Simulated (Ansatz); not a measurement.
Input and command of a calculation in Ansatz (plane waves; scalar-relativistic PAW potentials unless the input names others):

```yaml
crystal:
  lattice:
    - [-1.6710652549, 1.6710652549, 5.0824153084]
    - [1.6710652549, -1.6710652549, 5.0824153084]
    - [1.6710652549, 1.6710652549, -5.0824153084]
  atoms:
    - { symbol: Ti, position: [0.5, 0.5, 0.0], spin: 2.0 }
    - { symbol: Ti, position: [0.25, 0.75, 0.5] }
    - { symbol: Ti, position: [0.75, 0.25, 0.5] }
    - { symbol: O, position: [0.0, 0.0, 0.0] }
basis:
  ecutwfc: 420
kpoints:
  mp_grid: { grid: [18, 18, 18] }
hamiltonian:
  xc: pbe
scf:
  occupations: { method: gaussian, width: 0.1 }
  max_iter: 100
output:
  forces: true
  eigenvalues: true
  stress: true
```

```bash
ansatz run input.yaml --threads 1 --pin off --max-ram 2560MiB --backend cpu --events-out ev --progress --plain --runs-dir out
```

Task: What is wrong with this input?

Result: The program refuses it, because of a moment without spin polarisation (crystal.atoms[0].spin: not typed → 2.0). Without that key it is accepted.

Abridged log:
```
Error: inconsistent input (magnetization.spin_polarized): false but per-atom `spin:`, `per_species`, `initial_magnetization`, `magnetic_field`, or `spin_locking` is set
```